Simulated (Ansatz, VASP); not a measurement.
One calculation of PbO, two programs

The input INCAR:

```
PREC     = Accurate       # precision mode
ENCUT    = 520            # plane-wave cutoff, eV
EDIFF    = 1E-7           # SCF threshold, eV
ISMEAR   = 0              # smearing method
SIGMA    = 0.01           # smearing width, eV
LREAL    = False          # projectors in reciprocal space
LASPH    = True           # aspherical terms in the spheres
NELM     = 100            # most SCF steps
ALGO     = Normal         # electronic algorithm
ISIF     = 2              # what is computed and relaxed
LWAVE    = False          # write WAVECAR
LCHARG   = False          # write CHGCAR
GGA      = PE             # functional
NBANDS   = 17             # bands
```

The input KPOINTS:

```
regular mesh
0
Gamma
  6 6 6
```

The input POSCAR:

```
PbO
1.0
    3.1793716482      0.0000000000      0.0000000000
    0.0000000000      3.1793716482      0.0000000000
    0.0000000000      0.0000000000      3.1793716482
Pb O
1 1
Direct
    0.0000000000      0.0000000000      0.0000000000
    0.5000000000      0.5000000000      0.5000000000
```

Input for Ansatz:

```yaml
crystal:
  lattice:
    - [3.1793716482, 0.0, 0.0]
    - [0.0, 3.1793716482, 0.0]
    - [0.0, 0.0, 3.1793716482]
  atoms:
    - { symbol: Pb, position: [0.0, 0.0, 0.0] }
    - { symbol: O, position: [0.5, 0.5, 0.5] }
kpoints:
  mp_grid: { grid: [6, 6, 6] }
hamiltonian:
  xc: pbe
scf:
  occupations: { method: fixed }
  n_extra_bands: 4
output:
  forces: true
  stress: true
  eigenvalues: true
```

The cell was built by a generator and needn't be a form met in nature.

Alike in both runs: task single point; functional PBE; k mesh 6 × 6 × 6; no spin polarisation.

|  | VASP | Ansatz |
| --- | --- | --- |
| version | VASP 6.6.1 | Ansatz 0.2.0 |
| potentials or method | VASP PAW PBE potentials, release 64 (Pb_d, O) | plane waves, PAW |
| plane-wave cutoff (eV) | 520 | 420 |
| occupations | gaussian, width 0.01 eV | fixed |
| valence electrons in the cell | 20 | 20 |

|  | VASP | Ansatz | Ansatz less VASP |
| --- | --- | --- | --- |
| gap on the k mesh at the Fermi level (eV) | 0.64 | 0.65 | +0.003 |
| pressure (GPa) | 3.2 | 3.3 | +0.05 |

Caveats: spin-orbit coupling is left out, which as a rule narrows the gap of such compounds by several tenths of an eV. A k mesh can miss the band edges.
